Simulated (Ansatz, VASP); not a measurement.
**GaP in VASP and in Ansatz**

The input INCAR:

```
SYSTEM = GaP
ALGO = Normal
EDIFF = 1E-6
ENCUT = 520
GGA_COMPAT = .False.
ISIF = 2
ISMEAR = -1
LASPH = .True.
LCHARG = .False.
LMIXTAU = .True.
LORBIT = 11
LREAL = .False.
LSORBIT = .True.
LWAVE = .False.
MAGMOM = 0 0 0 0 0 0
METAGGA = R2SCAN
NELM = 60
PREC = Accurate
SIGMA = 0.05
```

Contents of KPOINTS:

```
k-points
0
Gamma
  6 6 6
  0 0 0
```

POSCAR

```
GaP
1.0
    0.0000000000      2.7252500000      2.7252500000
    2.7252500000      0.0000000000      2.7252500000
    2.7252500000      2.7252500000      0.0000000000
Ga P
1 1
Direct
    0.0000000000      0.0000000000      0.0000000000
    0.7500000000      0.7500000000      0.7500000000
```

Contents of KPOINTS_OPT:

```
path GXWKGLUWLK,UX
10
line-mode
reciprocal
 0.0000000000  0.0000000000  0.0000000000  G
 0.5000000000  0.0000000000  0.5000000000  X

 0.5000000000  0.0000000000  0.5000000000  X
 0.5000000000  0.2500000000  0.7500000000  W

 0.5000000000  0.2500000000  0.7500000000  W
 0.3750000000  0.3750000000  0.7500000000  K

 0.3750000000  0.3750000000  0.7500000000  K
 0.0000000000  0.0000000000  0.0000000000  G

 0.0000000000  0.0000000000  0.0000000000  G
 0.5000000000  0.5000000000  0.5000000000  L

 0.5000000000  0.5000000000  0.5000000000  L
 0.6250000000  0.2500000000  0.6250000000  U

 0.6250000000  0.2500000000  0.6250000000  U
 0.5000000000  0.2500000000  0.7500000000  W

 0.5000000000  0.2500000000  0.7500000000  W
 0.5000000000  0.5000000000  0.5000000000  L

 0.5000000000  0.5000000000  0.5000000000  L
 0.3750000000  0.3750000000  0.7500000000  K

 0.6250000000  0.2500000000  0.6250000000  U
 0.5000000000  0.0000000000  0.5000000000  X
```

File input.yaml:

```yaml
crystal:
  lattice:
    - [0.0, 2.72525, 2.72525]
    - [2.72525, 0.0, 2.72525]
    - [2.72525, 2.72525, 0.0]
  atoms:
    - { symbol: Ga, position: [0.0, 0.0, 0.0] }
    - { symbol: P, position: [0.75, 0.75, 0.75] }
hamiltonian:
  xc: r2scan
  pseudopotentials: { kind: paw_fr }
magnetization:
  noncollinear: true
  spin_orbit: true
kpoints:
  mp_grid: { grid: [6, 6, 6] }
  band_path:
    path:
      - [[0.0, 0.0, 0.0], [0.5, 0.0, 0.5], [0.5, 0.25, 0.75], [0.375, 0.375, 0.75], [0.0, 0.0, 0.0], [0.5, 0.5, 0.5], [0.625, 0.25, 0.625], [0.5, 0.25, 0.75], [0.5, 0.5, 0.5], [0.375, 0.375, 0.75]]
      - [[0.625, 0.25, 0.625], [0.5, 0.0, 0.5]]
    npoints: 14
scf:
  occupations: { method: fermi_dirac, width: 0.05 }
  n_extra_bands: 6
output:
  forces: true
  stress: true
  eigenvalues: true
  fatbands: true
  write_density: true
  write_potential: true
  elf: true
  volumetric_format: npy
```

Alike in both runs: task band structure; functional r2SCAN; k mesh 6 × 6 × 6; occupations fermi-dirac, width 0.05 eV; spin-orbit coupling, no magnetisation.

```csv
,VASP,Ansatz
version,VASP 6.6.1,Ansatz 0.2.0
potentials or method,"VASP PAW PBE potentials, release 64 (Ga_d, P)",Ansatz PAW
plane-wave cutoff (eV),520,500
valence electrons in the cell,18,18
```

```csv
,VASP,Ansatz,Ansatz less VASP
gap on the k mesh at the Fermi level (eV),1.88,1.88,-0.006
least direct gap on the mesh (eV),2.32,2.34,+0.021
gap along the band path (eV),1.83,1.81,-0.013
pressure (GPa),-0.1,0.1,+0.15
```

Caveats: the PAW data sets were made with another functional, which shifts forces and pressure a little (VASP); the k mesh misses the band edges, so the gap on the mesh is wider than the one along the path (Ansatz); the PAW data sets come from PBE, with cores solved anew for the run's functional, which leaves a small shift of forces and pressure (Ansatz).
